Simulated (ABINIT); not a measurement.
# GaP: band structure with LDA-Teter

**Experimental background.**

From “Stacking defects in GaP nanowires: Electronic structure and optical properties”, 2018, arxiv:1810.01194, for a bulk crystal of GaP at 10 K: band gap 2.34 eV (indirect).

The system is GaP.

```
Ga P
1.0
     0.00000    2.72525    2.72525
     2.72525    0.00000    2.72525
     2.72525    2.72525    0.00000
Ga P
1 1
Direct
  0.00000 0.00000 0.00000
  0.75000 0.75000 0.75000
```

* Program: ABINIT 10.8.3 (patched build)
* Task: band structure
* Functional: LDA-Teter
* Potentials or basis: PseudoDojo NC SR LDA v0.4.1 standard
* Cutoff: 1088 eV
* k mesh: 8 × 8 × 8
* Occupations: fermi-dirac, width 0.05 eV
* Spin: no spin polarisation

* Pressure: -2.8 GPa
* Band gap on the k mesh: 1.50 eV, indirect (least direct gap 1.60 eV)
* Band gap along the path: 1.45 eV, indirect (least direct gap 1.60 eV)
* Valence electrons inside the program's atomic spheres: Ga 10.84; P 2.80

Levels at the corners of the path, in eV from the valence-band top:
```tsv
point	band 6	band 7	band 8	band 9	band 10	band 11	band 12	band 13
Γ	-12.52	0.00	0.00	0.00	1.60	3.80	3.80	3.80
X	-9.52	-6.85	-2.71	-2.71	1.50	1.68	10.43	10.43
W	-9.43	-6.64	-3.62	-3.47	4.60	4.77	5.97	6.01
K	-9.56	-6.64	-3.99	-2.27	2.05	4.69	8.11	8.14
Γ	-12.52	0.00	0.00	0.00	1.60	3.80	3.80	3.80
L	-10.44	-6.71	-1.13	-1.13	1.50	4.63	4.63	8.06
U	-9.56	-6.64	-3.99	-2.27	2.05	4.69	8.11	8.14
W	-9.43	-6.64	-3.62	-3.47	4.60	4.77	5.97	6.01
L	-10.44	-6.71	-1.13	-1.13	1.50	4.63	4.63	8.06
K	-9.56	-6.64	-3.99	-2.27	2.05	4.69	8.11	8.14
```

It took 3 min on 1 thread of Arm Neoverse V1, on a shared host, peak memory 0.14 GiB.

A measured gap of GaP is 2.34 eV (indirect; 10 K; quoted in “Stacking defects in GaP nanowires: Electronic structure and optical properties”, 2018, arxiv:1810.01194); the calculated 1.45 eV misses it by -0.89 eV. Spin-orbit coupling on Ga is left out. The value is that of LDA-Teter, without temperature or zero-point motion. Semilocal functionals fall short of measured gaps as a rule.
